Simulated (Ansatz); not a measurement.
Crystal: HfB2.

```xyz
3
Lattice="3.1400 0.0000 0.0000 -1.5700 2.7193 0.0000 0.0000 0.0000 3.4800" Properties=species:S:1:pos:R:3 pbc="T T T"
Hf    0.0000    0.0000    0.0000
B     1.5700    0.9064    1.7400
B     0.0000    1.8129    1.7400
```

```yaml
Program: Ansatz 0.2.0
Task: relaxation of cell and atoms
Functional: PBEsol
Dispersion: D4
Potentials_or_basis: Ansatz PAW
Cutoff: "420 eV (not typed: the program's choice for these potentials)"
k_mesh: 10 × 10 × 8
Occupations: fermi-dirac, width 0.05 eV
Spin: no spin polarisation
```

At the start: volume 9.90 Å³/atom.

Task: Where does the relaxation end?

Result: It ends after 6 steps and the volume is 9.61 Å³/atom (-3.0 %); space group P6/mmm (No. 191, to 0.05 Å).

Step by step:
```csv
step,energy change (eV),largest force (eV/Å),volume (Å³)
1,0.0000,0.0000,29.71
2,-0.0156,0.0000,28.46
3,-0.0230,0.0000,28.79
4,-0.0236,0.0000,28.83
5,-0.0236,0.0000,28.82
6,-0.0227,0.0000,28.82
```

Final structure:
```yaml
crystal:
  lattice:
    - [3.11622, 0.00000, 0.00000]
    - [-1.55811, 2.69872, 0.00000]
    - [0.00000, 0.00000, 3.42713]
  atoms:
    - { symbol: Hf, position: [0.00000, 0.00000, 0.00000] }
    - { symbol: B, position: [0.66667, 0.33333, 0.50000] }
    - { symbol: B, position: [0.33333, 0.66667, 0.50000] }
```

Caveat: the plane-wave basis is chosen anew once the cell has moved, so the energies of steps on either side of that aren't comparable; the PAW data sets come from PBE, with cores solved anew for the run's functional, which leaves a small shift of forces and pressure.
